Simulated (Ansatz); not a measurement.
Geometry optimisation, Ansatz 0.2.0, DFT PBEsol, scalar-relativistic, plane waves, PAW.

Input file:

```yaml
crystal:
  lattice:
    - [0.0, 5.43, 5.43]
    - [5.43, 0.0, 5.43]
    - [5.43, 5.43, 0.0]
  atoms:
    - { symbol: Si, position: [0.0, 0.0, 0.0] }
    - { symbol: Si, position: [0.125, 0.125, 0.125] }
    - { symbol: Si, position: [0.0, 0.0, 0.5] }
    - { symbol: Si, position: [0.125, 0.125, 0.625] }
    - { symbol: Si, position: [0.0, 0.5, 0.0] }
    - { symbol: Si, position: [0.125, 0.625, 0.125] }
    - { symbol: Si, position: [0.0, 0.5, 0.5] }
    - { symbol: Si, position: [0.125, 0.625, 0.625] }
    - { symbol: Si, position: [0.5, 0.0, 0.0] }
    - { symbol: Si, position: [0.625, 0.125, 0.125] }
    - { symbol: Si, position: [0.5, 0.0, 0.5] }
    - { symbol: Si, position: [0.625, 0.125, 0.625] }
    - { symbol: Si, position: [0.5, 0.5, 0.0] }
    - { symbol: Si, position: [0.625, 0.625, 0.125] }
    - { symbol: Si, position: [0.5, 0.5, 0.5] }
    - { symbol: Si, position: [0.625, 0.625, 0.625] }
    - { symbol: Ge, position: [0.3678771, 0.8798097, 0.8889602] }
basis:
  ecutwfc: 420.0
kpoints:
  mp_grid: { grid: [2, 2, 2] }
hamiltonian:
  xc: pbesol
  pseudopotentials: { kind: paw, azcp: { folder: soft_1 } }
scf:
  occupations: { method: gaussian, width: 0.02 }
  lower_state_search: "off"
relax:
  f_tol: 0.03
  max_steps: 60
  adjacent_minimum: "off"
```

Run as:

```bash
$ ansatz run input.yaml --threads 1 --pin off --max-ram 3072MiB --backend cpu --events-out ev --progress --plain --runs-dir out
```

Where does it end, and by what steps?

The forces met the threshold. The force dipped under the threshold on the way, but the program's further checks kept it going. Limits of this set-up: coarse k mesh, PAW files made for another functional, a small cell, in which the defect meets its images. After 5 steps the energy has fallen by 0.380 eV; Ge17 moved furthest, 0.11 Å.

| step | energy less start (eV) | largest force component (eV/Å) | accepted |
| --- | --- | --- | --- |
| 0 | 0.0000 | 1.299 | yes |
| 1 | -0.3263 | 0.470 | yes |
| 2 | -0.3767 | 0.118 | yes |
| 3 | -0.3799 | 0.014 | yes |
| 4 | -0.3801 | 0.018 | yes |
| 5 | -0.3804 | 0.020 | yes |

```xyz
17
Lattice="0.0000 5.4300 5.4300 5.4300 0.0000 5.4300 5.4300 5.4300 0.0000" Properties=species:S:1:pos:R:3
Si 0.028 -0.045 -0.050
Si 1.395 1.360 1.356
Si 2.713 2.725 -0.008
Si 4.079 4.020 1.359
Si 2.714 -0.003 2.719
Si 4.080 1.363 4.015
Si 5.451 2.728 2.725
Si 6.800 4.077 4.071
Si 0.027 2.763 2.763
Si 1.356 4.072 4.073
Si 2.695 5.380 2.770
Si 4.079 6.788 4.129
Si 2.697 2.768 5.376
Si 4.080 4.129 6.784
Si 5.450 5.423 5.420
Si 6.761 6.790 6.787
Ge 9.499 6.787 6.787
```

Whether the end is a true minimum wasn't checked by a vibrational analysis.

Run time: 28 s on 1 thread of Arm Neoverse V2, with other jobs on the host, peak memory 0.54 GiB.
